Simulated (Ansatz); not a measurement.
## Preparing MgH2 (P4_2/mnm) as a host crystal

Aim: the runs on the perfect crystal MgH2 (P4_2/mnm) that a defect calculation needs first.

Calculated with Ansatz 0.2.0; plane-wave PAW DFT, PBE; relaxation of the host's cell and atoms, in the first sound run; inputs show where later runs differ.

### 1. Set-up

It takes space group P4_2/mnm (No. 136, tetragonal). Conventional cell: a = 4.477 Å, b = 4.477 Å, c = 2.993 Å, α = 90.00°, β = 90.00°, γ = 90.00°. Mg has 6 H at 1.93 to 1.94 Å nearest. Nearest to H lie 3 Mg at 1.93 to 1.94 Å. Farther neighbours are not listed.

### 2. Host cell relaxation

Lattice and positions are set free, within the symmetry that the program keeps.

File cell/input.yaml:

```yaml
crystal:
  lattice:
    - [4.476694, 0.0, 0.0]
    - [0.0, 4.476694, 0.0]
    - [0.0, 0.0, 2.992537]
  atoms:
    - { symbol: Mg, position: [0.5, 0.5, 0.5] }
    - { symbol: Mg, position: [0.0, 0.0, 0.0] }
    - { symbol: H, position: [0.695572, 0.695572, 0.0] }
    - { symbol: H, position: [0.804428, 0.195572, 0.5] }
    - { symbol: H, position: [0.304428, 0.304428, 0.0] }
    - { symbol: H, position: [0.195572, 0.804428, 0.5] }
basis:
  ecutwfc: 420
  xc_grid: 2
hamiltonian:
  xc: pbe
kpoints:
  mp_grid: { grid: [6, 6, 9] }
scf:
  occupations: { method: fixed }
  max_iter: 100
relax:
  f_tol: 0.005
  max_steps: 60
  cell: {}
output:
  forces: true
  stress: true
checkpoint:
  write: "../cell.run"
  compress: false
  write_wavefunctions: false
  write_every: 100000
```

Run with:

```bash
$ ansatz run input.yaml --threads 8 --pin off --max-ram 17899MiB --backend cpu --events-out ev --progress --plain --runs-dir out
```

Numbers of over 12 decimals in the logs are rounded to 6 here.

The program printed:

```text
[... repeated set-up lines and file paths are left out, and long positions are rounded to six places ...]
Engine: ansatz 0.2.0, x86_64-unknown-linux-gnu
Pseudopotentials: kind: paw
Pseudopotential: Mg, paw, valence charge 10, recommended cutoff 420 eV (normal), Mg.paw.azcp
Pseudopotential: H, paw, valence charge 1, recommended cutoff 420 eV (normal), H.paw.azcp
Functional definition: PBE
  parameter kappa = 0.804
  parameter beta = 0.066725
  exchange = pbe_x(kappa = kappa, mu = beta*pi^2/3)
  correlation = pbe_c(beta = beta)
Crystal: 6 atoms, lattice volume = 59.973 Å³
Basis set: ecut = 420 eV, 1179 PW (Γ), exchange–correlation on 60×60×48 points (8 copies of the dense FFT grid, shifted against one another)
Bands: 18, of which v1, the nominal top of the filled ones, is band 12 counted from 1 (11 counted from 0)
Symmetry: 16 space group operations
Space group: P42/mnm (ITA 136), of the structure as read, at distance tolerance 3.9e-5 Å
k-points: 50 of 324
Non-local potential: Mg, projectors of the file, l = 0: 3, l = 1: 2, l = 2: 1
Non-local potential: H, projectors of the file, l = 0: 2, l = 1: 1
PAW form: soft (Blöchl's): semilocal exchange-correlation on the pseudo side does not see the compensation charge
PAW one-centre angular grid: Mg, 110 points (default); XC on 64 Gauss nodes
PAW one-centre angular grid: H, 110 points (default); XC on 64 Gauss nodes
Initial density: superposition of atomic densities (neutral atoms: chi_scale 0, normalization atom), corrected by the library's trained network
Initial wavefunctions: pseudopotential atomic-orbital guess
Functional: x = pbe(κ = 0.804, μ = 0.219515), c = pbe(β = 0.066725)
SCF iter   1: F=—  HF=-3912.180343 eV  |F-HF|=—  |Δ(HF+E_count)|=         —  Δρ=4.38e-4  dr2=4.48e-5  ethr=1.77e-3  ⟨swp⟩=4.9  Hψ=3794  notcnv=0  defer=192
preconditioner: auto → none  [insulator: Δε(μ)=3.945 eV  Ē_g=10.203 eV  n_scr=10 (ndim 8)  ℏωp=13.6 eV  f_vac=0.000  ε∞_Penn≈2.8]
SCF iter   2: F=—  HF=-3912.179864 eV  |F-HF|=—  |Δ(HF+E_count)|=   4.79e-4  Δρ=2.23e-4  dr2=1.02e-5  ethr=1.87e-7  ⟨swp⟩=2.6  Hψ=2041  notcnv=0  defer=199
SCF iter   3: F=—  HF=-3912.179903 eV  |F-HF|=—  |Δ(HF+E_count)|=   3.90e-5  Δρ=9.04e-5  dr2=1.51e-6  ethr=4.25e-8  ⟨swp⟩=2.0  Hψ=1319  notcnv=0  defer=149
automatic band count: iteration 3 solves 17 bands in place of 18: the levels show a gap, and the empty bands left out lie too high to hold charge; the band table lists the bands solved (type scf.n_extra_bands for more)
iter 4 did not close the SCF: its close was put off for the readings that it lacked (scf_convergence_deferred on its scf_iter line)
SCF iter   4: F=-3912.179918 eV  HF=-3912.179918 eV  |F-HF|=1.60e-7  |Δ(HF+E_count)|=   1.49e-5  Δρ=1.80e-5  dr2=6.31e-8  ethr=6.28e-9  ⟨swp⟩=2.0  Hψ=1312  notcnv=0  defer=150
iter 5 did not close the SCF: its close was put off for the readings that it lacked (scf_convergence_deferred on its scf_iter line)
SCF iter   5: F=-3912.179918 eV  HF=-3912.179918 eV  |F-HF|=1.19e-9  |Δ(HF+E_count)|=   2.02e-7  Δρ=1.25e-6  dr2=3.61e-10  ethr=2.63e-10  ⟨swp⟩=2.0  Hψ=1412  notcnv=0  defer=150
SCF iter   6: F=-3912.179918 eV  HF=-3912.179918 eV  |F-HF|=1.36e-12  |Δ(HF+E_count)|=   1.36e-9  Δρ=1.26e-7  dr2=3.98e-12  ethr=1.50e-12  ⟨swp⟩=1.0  Hψ=2462  notcnv=0
SCF 1 converged in 6 iterations: F = -3912.179918 eV  dr2 = 3.98e-12
  greatest PAW one-centre occupation: 1.000 electrons in one spin orbital (limit 2), on the Mg atom at site 1 (counted from 0), in its partial waves of l = 0
relax step   1: F+E_penalty+E_count = -3912.17991830 eV  Δ(F+E_penalty+E_count) = +0.000e0 eV  max|allowed force component| = 5.069e-3 eV/Å  Δτ_max = 0.0000 Å  P = +1.296 GPa  Ω = 59.973 Å³  (6 SCF iters, dr2 threshold 1.00e-7 eV, accepted)
[... the SCF cycles and remarks between the steps are left out from here to the last step ...]
relax step   2: F+E_penalty+E_count = -3912.18454993 eV  Δ(F+E_penalty+E_count) = -4.632e-3 eV  max|allowed force component| = 1.586e-3 eV/Å  Δτ_max = 0.0003 Å  P = -0.029 GPa  Ω = 61.476 Å³  energy of the carried Pulay correction = -1.182e-3 eV  (4 SCF iters, dr2 threshold 6.00e-7 eV, accepted)
relax step   3: F+E_penalty+E_count = -3912.18457821 eV  Δ(F+E_penalty+E_count) = -2.828e-5 eV  max|allowed force component| = 1.852e-3 eV/Å  Δτ_max = 0.0002 Å  P = -0.000 GPa  Ω = 61.456 Å³  energy of the carried Pulay correction = -1.166e-3 eV  (3 SCF iters, dr2 threshold 2.05e-8 eV, accepted)
Basis set: ecut = 420 eV, 1187 PW (Γ), exchange–correlation on 64×64×48 points (8 copies of the dense FFT grid, shifted against one another)
Initial wavefunctions: pseudopotential atomic-orbital guess (no wavefunctions were taken with the density)
iter 1 solved again at ethr=3.76e-8 eV; its pass at ethr=3.10e-3 eV (dr2=9.03e-6 eV) is discarded
SCF iter   1: F=—  HF=-3912.185574 eV  |F-HF|=—  |Δ(HF+E_count)|=         —  Δρ=1.68e-4  dr2=6.39e-7  ethr=3.76e-8  ⟨swp⟩=3.1  Hψ=5933  notcnv=0  defer=198
SCF iter   2: F=—  HF=-3912.185742 eV  |F-HF|=—  |Δ(HF+E_count)|=   1.67e-4  Δρ=8.39e-5  dr2=1.44e-7  ethr=2.66e-9  ⟨swp⟩=2.0  Hψ=1011  notcnv=0  defer=127
SCF iter   3: F=—  HF=-3912.185807 eV  |F-HF|=—  |Δ(HF+E_count)|=   6.53e-5  Δρ=5.47e-6  dr2=9.70e-10  ethr=6.00e-10  ⟨swp⟩=2.0  Hψ=1011  notcnv=0  defer=128
SCF iter   4: F=-3912.185807 eV  HF=-3912.185807 eV  |F-HF|=5.09e-10  |Δ(HF+E_count)|=   2.37e-7  Δρ=3.11e-7  dr2=6.02e-12  ethr=1.00e-12  ⟨swp⟩=5.0  Hψ=3092  notcnv=0
SCF 4 converged in 4 iterations: F = -3912.185807 eV  dr2 = 6.02e-12
relax step   4: F+E_penalty+E_count = -3912.18580734 eV  Δ(F+E_penalty+E_count) = -1.229e-3 eV  max|allowed force component| = 1.831e-3 eV/Å  Δτ_max = 0.0000 Å  P = +0.014 GPa  Ω = 61.456 Å³  stress off target by 2.00e-2 GPa  SCF on the basis re-selected at this cell (its energy is not comparable with the rows above)  (4 SCF iters)
basis re-selected at this cell: Δ(F+E_penalty+E_count) = -1.229e-3 eV, ΔP = +0.015 GPa vs the last step (what re-selecting the basis moved, of the pressure what is left beyond the Pulay correction that the steps carried, after the strain that the cell walked [...]
SCF converged after 4 iterations
Free energy (F): -3912.185807 eV
Harris-Foulkes:  -3912.185807 eV  (|F-HF|=5.09e-10)
Internal energy: -3912.185807 eV  (E = F + TS)
E sigma→0 (E₀):  -3912.185807 eV
Fermi energy:    1.804229 eV
--- Per-component energies (eV) ---
  E_band       = -752.533560
  E_kinetic    = 207.875157
  E_local      = -3452.426131  (includes V_loc(G=0)·N_el)
  E_nonlocal   = 195.978319
  E_hartree    = 1238.450545
  E_xc         = -95.046609
  E_vxc        = -122.667181  (∫ρ·V_xc dr)
  E_paw        = -586.654243  (= ΣΔE_a)
  E_vpaw       = -58.189489  (= ΣTr[D̂ρ^β])
  E_aug_tail   = -0.005275  (compensation charges beyond the density's cutoff)
  E_ewald      = -1420.357571
  E_smearing   = -0.000000  (= −TS)
  E_closure    = 0.000000  (closes the sum)
  Σ components = -3912.185807   (vs F -3912.185807, Δ=0.00e0)
--- Forces (eV/Å), atoms counted from 1 ---
  atom   1  Mg     0.00000000     0.00000000     0.00000000
  atom   2  Mg    -0.00000000    -0.00000000     0.00000000
  atom   3  H     -0.00183060    -0.00183060     0.00000000
  atom   4  H      0.00183060    -0.00183060     0.00000000
  atom   5  H      0.00183060     0.00183060     0.00000000
  atom   6  H     -0.00183060     0.00183060     0.00000000
  max |Σ_I F_I| component: 4.34e-19 eV/Å
--- Stress (GPa, compression-positive) ---
        0.019964       0.000000       0.000000
        0.000000       0.019964       0.000000
        0.000000       0.000000       0.002670
  P = ⅓ Tr σ = 0.0142 GPa (0.142 kbar)
--- Relaxed structure (3 steps of the walk, 3 accepted, 1 SCFs on fresh bases) ---
  F+E_penalty+E_count = -3912.18580734 eV   max|allowed force component| = 1.831e-3 eV/Å   (the final SCF, on the basis selected at the relaxed cell)
  cell:  # Å, volume = 61.4556 Å³
    - [4.516246, 0, 0.0]
    - [0, 4.516246, 0.0]
    - [0.0, 0.0, 3.013047]
  atoms:
    - { symbol: Mg, position: [0.5, 0.5, 0.5] }
    - { symbol: Mg, position: [0, 0, 0.0] }
    - { symbol: H, position: [0.695657, 0.695657, 0.0] }
    - { symbol: H, position: [0.804343, 0.195657, 0.5] }
    - { symbol: H, position: [0.304343, 0.304343, 0.0] }
    - { symbol: H, position: [0.195657, 0.804343, 0.5] }
```

The job ended after 1.2 s (8 threads of Intel Xeon 6975P-C (Granite Rapids), shared host; peak memory 0.41 GiB; 5.1 s of CPU time).

The steps of the relaxation:

```
step  energy less that of the first step (eV)  largest force component (eV/Å)  pressure (GPa)  volume (Å³)
   1                                   0.0000                          0.0051            1.30        59.97
   2                                  -0.0046                          0.0016           -0.03        61.48
   3                                  -0.0047                          0.0019            0.00        61.46
  4*                                  -0.0059                          0.0018            0.01        61.46
```

Relaxation steps marked * repeat the geometry before them on a plane-wave basis chosen anew for their cell, so energy and pressure can jump there.

The run keeps the 16 symmetry operations that it works with, so distortions that break them were not tested.

```
conventional cell, symmetrised  before  after  change
                         a (Å)   4.477  4.516  +0.9 %
                         b (Å)   4.477  4.516  +0.9 %
                         c (Å)   2.993  3.013  +0.7 %
              volume (Å³/atom)   10.00  10.24  +2.5 %
```

Final coordinates:

```xyz
6
Lattice="4.5162 0.0000 0.0000 0.0000 4.5162 0.0000 0.0000 0.0000 3.0130" Properties=species:S:1:pos:R:3 pbc="T T T"
Mg    2.2581    2.2581    1.5065
Mg    0.0000    0.0000    0.0000
H     3.1418    3.1418    0.0000
H     3.6326    0.8836    1.5065
H     1.3745    1.3745    0.0000
H     0.8836    3.6326    1.5065
```

Numbers from this step:

```yaml
pressure: 0.01420 GPa
```

The relaxation ends with a largest force component of 0.0018 eV/Å and a pressure of 0.01 GPa.

(Part 1 of 4 ends here.)

[Logs are printed without paths, hosts, clocks, repeated set-up lines and the standing remarks that a program may print on its own settings, such as how far it seeks lower states.]

[Hosts, paths, dates, database ids (printed as entryN), source tags and the programs' standing remarks are cut or masked in the printed files.]

[Runs of the host that timed out are not shown.]

[For some hosts the program warned that the k-mesh of the response run may be too coarse for force constants and the static dielectric constant; such warnings are not always shown.]
